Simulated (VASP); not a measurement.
# Pressure, energy and indirect band gap of zinc-blende SiC against volume with r2SCAN

Squeezing a covalent crystal shortens its bonds and should drive bonding and antibonding states apart, yet the indirect gap of cubic SiC narrows when the cell is compressed. I want to see how large that effect is beside the changes in pressure and energy, and where it comes from. It matters for power electronics and for strained SiC films, where a small change of lattice constant can mean a large stress. I follow one two-atom cell through seven volumes, from about 6 % below to 6 % above the minimum of the fitted energy curve. Energies are per atom above the lowest row, positive pressure means compression, and the gap is the smallest one found on the k mesh.

## Set-up

A cell from a diffraction database, relaxed at this level and then scaled evenly, fractional positions kept. VASP 6.6.1, plane waves with PAW, r2SCAN, cutoff 520 eV, k mesh 9×9×9, no spin polarisation, no spin-orbit coupling, static lattice. A Birch-Murnaghan fit to the energies has its minimum at 10.33 Å³ per atom.

Notes on method and selection:

- The pressure is that of a finite plane-wave basis, so it need not vanish exactly at the minimum of the energy.
- Only series whose fit has its minimum inside the range and an error under 0.5 meV per atom are shown.
- Where rows or columns differ in functional or spin-orbit coupling, non-spherical gradient terms in the PAW spheres (LASPH) may be on in some and off in others.
- Runs that did not converge, have known faults or may not be shown are not listed, and runs on Ansatz's PAW sets soft_1 and soft_2 are kept to separate tables.

Columns:

- volume change (%): volume relative to the fitted equilibrium volume.
- pressure (GPa): pressure from the stress tensor (positive: compressed).
- energy (meV/atom): energy per atom above the lowest point of the series.
- gap (eV): smallest gap on the k mesh.

Input lines of one member:

```
PREC = Accurate
ENCUT = 520
EDIFF = 1E-06
NELM = 100
ISMEAR = 0
SIGMA = 0.05
LREAL = .FALSE.
ALGO = Normal
METAGGA = R2SCAN
LASPH = .TRUE.
NBANDS = 10
LORBIT = 11
KPAR = 2
ISIF = 2
```

Command (options for logging and memory left out): `mpirun -np 2 vasp_std`

## Numbers

| member | volume change (%) | pressure (GPa) | energy (meV/atom) | gap (eV) |
| --- | --- | --- | --- | --- |
| 9.71 Å³ | −6.03 | 15.83 | 29.3 | 1.845 |
| 9.91 Å³ | −4.03 | 10.03 | 12.7 | 1.856 |
| 10.12 Å³ | −2.03 | 4.77 | 3.1 | 1.867 |
| 10.33 Å³ | −0.03 | 0.00 | 0.0 | 1.876 |
| 10.53 Å³ | 1.97 | −4.32 | 2.8 | 1.885 |
| 10.74 Å³ | 3.97 | −8.25 | 10.8 | 1.893 |
| 10.95 Å³ | 5.97 | −11.81 | 23.7 | 1.901 |

Least-squares fits to the whole series, with x = volume change (%); R² and errors in the fitted variable (y, or ln y where the fit is in ln y):

| y | members | fit | R² | rms residual | leave-one-out rms | the same for the mean of the others |
| --- | --- | --- | --- | --- | --- | --- |
| pressure (GPa) | 7 | y = −0.068827 − 2.2925 x + 0.055804 x² | 1.00 | 0.042 | 0.11 | 11 |
| energy (meV/atom) | 7 | y = −0.01530 − 0.3291 x + 0.7360 x² | 1.00 | 0.53 | 1.4 | 12 |

## Why the values move as they do

Pressure falls and the gap rises at every step of expansion, while the energy climbs on both sides of the 10.33 Å³ row.

The two rows next to equilibrium give the bulk modulus, B = −V dP/dV, as 100 × (4.77 + 4.32) / (1.97 + 2.03) = 227 GPa. The crystal stiffens as it shrinks, as the outer pairs of rows show when V is taken midway between the two rows, relative to equilibrium. Between the two most compressed rows B is 0.95 × 100 × (15.83 − 10.03) / (6.03 − 4.03), about 280 GPa, and between the two most expanded rows it is 1.05 × 100 × (11.81 − 8.25) / (5.97 − 3.97), about 190 GPa. The repulsion between neighbouring atoms steepens quickly as the bond shortens, whereas the attraction fades more slowly as it lengthens. The same asymmetry makes 6 % compression cost 29.3 meV per atom and 6 % expansion only 23.7 meV.

The gap hardly responds by comparison. It grows by 1.901 − 1.845 = 0.056 eV over the whole series, or 0.056 / 12.00 = 0.0047 eV per % of volume. Against pressure the slope is −0.056 / (15.83 + 11.81) = −0.0020 eV per GPa.

The sign becomes clear once the smallest direct gap is set beside the indirect one. That direct gap, which is not in the table, lies at the same mesh point near X as the conduction band minimum, and it widens on compression, as the bonding argument expects. The indirect gap ends on the same conduction state but starts from the valence band top at Γ. Hence E(indirect) = E(direct) − W, where W is the depth of the valence band near X below its top at Γ. Compression increases the overlap between neighbouring orbitals and broadens the valence band, so W grows too. Since the indirect gap shrinks while the direct one widens, W must grow faster. The bonding argument thus survives, with orbital overlap as the likely reason for the growth of W: the splitting near X does increase, but the height of the valence top at Γ above the valence state near X increases by more.

## Outliers

No volume stands apart from its neighbours. The printed parabola for the energy misses six of the seven rows by nearly the same amount, 0.5 to 0.6 meV per atom, with signs (table minus fit) that run +, −, −, then zero at the centre, then +, +, −. That is the pattern left by a missing cubic term, so the misfit belongs to the parabola and not to the runs. The linear term of that fit is also an artefact: read as a pressure it would give 100 × 0.3291 / (10.33 × 6.2) = 0.51 GPa at equilibrium, where the factor 100 turns the slope per % into one per unit of relative volume and 6.2 meV equals 1 GPa Å³, where the stress tensor gives 0.00 GPa.

The 10.33 Å³ row does carry one small discrepancy. It lies 0.03 % below the fitted minimum and should feel 227 × 0.0003 = 0.07 GPa, yet its pressure is 0.00 GPa. A finite plane-wave basis at fixed cutoff shifts the stress in this direction, and the size is negligible for any use of the table.

## Problems

**What pressure compresses the cell by 3 %?**
I interpolate between the rows at −2.03 % and −4.03 %. The pressure is 4.77 + (0.97 / 2.00) × (10.03 − 4.77) = 7.3 GPa.

**How much harm does a lattice constant that is 1 % too long do?**
The volume is then too large by 100 × (1.01 × 1.01 × 1.01 − 1) = 3.03 %, which lies 1.06 % beyond the row at 1.97 %. The gap there is 1.885 + (1.06 / 2.00) × 0.008 = 1.889 eV, only 0.013 eV above the equilibrium row. The pressure is −4.32 − (1.06 / 2.00) × (8.25 − 4.32) = −6.4 GPa. An error that is harmless for the gap is therefore serious for any stress taken from the same cell.

**Can I estimate the energy of a volume change from the bulk modulus alone?**
The harmonic formula is E = ½ B V₀ x², with x the fractional volume change, B = 227 GPa, V₀ = 10.33 Å³ and the same conversion of 6.2.

- At −2.03 % it gives 0.5 × 227 × 10.33 × (2.03 / 100)² × 6.2 = 3.0 meV per atom, against 3.1 in the table.
- At −6.03 % it gives 0.5 × 227 × 10.33 × (6.03 / 100)² × 6.2 = 26.4 meV, against 29.3, which is 10 % too low.
- At 5.97 % it gives 25.9 meV, against 23.7, which is 9 % too high.

I would trust it within 2 % of equilibrium and use the full equation of state beyond that.

## Rules of thumb and their limits

Within 6 % of equilibrium, the pressure and energy follow a smooth equation of state, and the gap shifts by about −2 meV per GPa. Series with poor fits were left out beforehand, so this smoothness says nothing about how often other crystals behave as well.

The gap differences are more useful than the gaps themselves. The mesh misses X, which puts every tabled gap too high, and near equilibrium the excess is larger than the whole change along the series. A difference cancels only the part of the excess that stays the same from volume to volume, so the slope strictly belongs to the mesh point near X and not to X itself. r2SCAN errs the other way, since semilocal functionals generally make gaps too small. The two errors partly cancel in the 1.876 eV at equilibrium, so that value should not be read as a prediction of the measured gap.

The lattice is static. Zero-point and thermal motion would enlarge the equilibrium volume, soften the crystal somewhat and, through electron-phonon coupling, lower the gap.

[Logs are printed without paths, hosts, clocks, repeated set-up lines and the standing remarks that a program may print on its own settings, such as how far it seeks lower states.]
